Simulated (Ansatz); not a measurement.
## From the elastic tensor of GaN at 8 GPa (stress–strain coefficients) to moduli and sound speeds

Level of theory: DFT PBE, scalar-relativistic, plane waves, PAW in Ansatz. Plane waves to 420 eV; Γ-centred k mesh 12×12×6; fixed occupations. No spin polarisation.

It takes space group P6_3mc (No. 186, hexagonal). Conventional cell: a = 3.173 Å, b = 3.173 Å, c = 5.170 Å, α = 90.00°, β = 90.00°, γ = 120.00°. Around Ga (site symmetry 3m) lie 4 N at 1.94 to 1.95 Å. Around N (site symmetry 3m) lie 4 Ga at 1.94 to 1.95 Å.

Relaxed-ion constants (GPa, on the Cartesian axes of the calculation):
C11 = 360.3, C12 = 148.2, C13 = 111.1, C22 = 360.3, C23 = 111.1, C33 = 399.9, C44 = 89.9, C55 = 89.9, C66 = 106.0 GPa; the others vanish.

Density 6.168 g/cm³; 4 atoms in 45.09 Å³.

The values that follow are for a polycrystal of randomly turned grains, by Hill's mean where one number stands.

With S = C⁻¹: B_V = (C11+C22+C33+2(C12+C13+C23))/9, G_V = (C11+C22+C33−C12−C13−C23+3(C44+C55+C66))/15, 1/B_R = S11+S22+S33+2(S12+S13+S23), 15/G_R = 4(S11+S22+S33−S12−S13−S23)+3(S44+S55+S66); Hill is their mean. Then v_l = √((B+4G/3)/ρ), v_t = √(G/ρ), v_m = [(2/v_t³+1/v_l³)/3]^(−1/3) and Θ = (ħ/k_B)·v_m·(6π²n/V)^(1/3) for n atoms in the volume V; E = 9BG/(3B+G), ν = (3B−2G)/(2(3B+G)) and A^U = 5G_V/G_R + B_V/B_R − 6.

```
Bulk modulus, Voigt / Reuss / Hill          : 206.8 / 206.8 / 206.8 GPa
Shear modulus, Voigt / Reuss / Hill         : 107.2 / 104.0 / 105.6 GPa
Young's modulus                             : 271 GPa
Poisson ratio                               : 0.282
Pugh ratio B/G                              : 1.96
Universal anisotropy index                  : 0.15
Longitudinal and transverse sound speeds    : 7508 and 4138 m/s
Debye temperature from the mean sound speed : 612 K
```

Cost: 1 run of about 2.8 core-minutes, on AMD EPYC 9R45 (Zen 5) (shared hosts).

Compressed wurtzite GaN resists volume change almost equally along and across the polar axis, although C33 exceeds C11. The larger in-plane coupling C12, compared with C13, offsets that difference, which is why the Voigt and Reuss bulk moduli coincide at 206.8 GPa. The remaining elastic anisotropy therefore lies in shear, with C44 below C66.

This pattern follows from the tetrahedral network of polar covalent Ga–N bonds. Axial strain along c loads the bonds parallel to that axis directly, whereas shear is accommodated largely by bending bond angles, which costs less than stretching bonds. Internal displacement of the two sublattices softens the response further.

The Pugh ratio of 1.96 would conventionally suggest ductility, yet GaN is a brittle semiconductor under ordinary conditions. The criterion was drawn from metals and says nothing about the high barrier to dislocation glide in a directional bond network. The constants do satisfy the elastic stability conditions for a hexagonal crystal under homogeneous strain, but this doesn't settle stability against a reconstructive transition to the rocksalt phase.
